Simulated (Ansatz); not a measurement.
What does this script print? It uses the Ansatz DFT code, driven from Python.

The script reads `POSCAR_bas`:
```text
BAs
1.0
   0.00000000    2.38850000    2.38850000
   2.38850000    0.00000000    2.38850000
   2.38850000    2.38850000    0.00000000
B As
1 1
Direct
   0.00000000    0.00000000    0.00000000
   0.25000000    0.25000000    0.25000000
```

Script `lattice_bas.py`:
```python
'''Relaxed cell of BAs under several functionals.'''

import ansatz
from ase.io import read
import numpy as np

def edges_and_angles(cell):
    cell = np.asarray(cell)
    a, b, c = np.linalg.norm(cell, axis=1)
    cosines = cell[1] @ cell[2] / (b * c), cell[0] @ cell[2] / (a * c), cell[0] @ cell[1] / (a * b)
    return (a, b, c, *np.degrees(np.arccos(cosines)))

atoms = read('POSCAR_bas', format='vasp')
bas = ansatz.Crystal.from_ase(atoms)

base = (
    bas.calculation()
    .kpoints(mesh=(8, 8, 8))
    .occupations(ansatz.OccupationsMethod.FIXED)
    .scf(tolerance=1e-10)
    .relax(cell=True, force_tolerance=0.005)
)

levels = [('pbesol', 'none'), ('lda', 'none'), ('pbe', 'd3bj'), ('r2scan', 'none')]
print('level            a       b       c    alpha   beta  gamma  V/atom  steps')
for name, dispersion in levels:
    seen = []
    run = base.functional(name, dispersion=dispersion).session().plan()
    result = run.execute(on_event=lambda e: seen.append(e) if e['event'] == 'relax_step' else None)
    cell = result.lattice.cell_ang
    label = name if dispersion == 'none' else f'{name}+{dispersion}'
    print('{:13s} {:7.4f} {:7.4f} {:7.4f} {:6.2f} {:6.2f} {:6.2f}'.format(label, *edges_and_angles(cell)), f'{abs(np.linalg.det(cell)) / len(result.lattice.sites):7.3f} {len(seen):5d}')
```

```console
$ python lattice_bas.py
level            a       b       c    alpha   beta  gamma  V/atom  steps
DeckWarning: basis.ecutwfc = 420 eV, auto-derived from the records' recommended cutoffs: set by B (normal level)
pbesol         3.3714  3.3714  3.3714  60.00  60.00  60.00  13.548     4
lda            3.3459  3.3459  3.3459  60.00  60.00  60.00  13.244     4
pbe+d3bj       3.3688  3.3688  3.3688  60.00  60.00  60.00  13.517     4
DeckWarning: basis.ecutwfc = 500 eV, auto-derived from the records' recommended cutoffs: set by B (their level for a meta-GGA)
r2scan         3.3827  3.3827  3.3827  60.00  60.00  60.00  13.685     4
```
(Warnings from the package without file and line.)

From smallest to largest: LDA (13.24 Å³ an atom, -2.8 % against the start), PBE+D3BJ (13.52 Å³ an atom, -0.8 % against the start), PBEsol (13.55 Å³ an atom, -0.6 % against the start) and r2SCAN (13.68 Å³ an atom, +0.4 % against the start). The spread is 3.3 % in volume.

Forces vanish by symmetry, so the ions can't move, and the end may be a saddle. Edges and angles are those of the cell as typed, here a primitive one, not of the conventional cell. The structure is a deposited one; some such entries were measured under pressure or heat, so a shift against it needn't be the functional's error alone. By the engine's processor time: 21 s on 1 thread of Intel(R) Xeon(R) Processor @ 2.30GHz (shared host), peak memory 0.63 GiB.
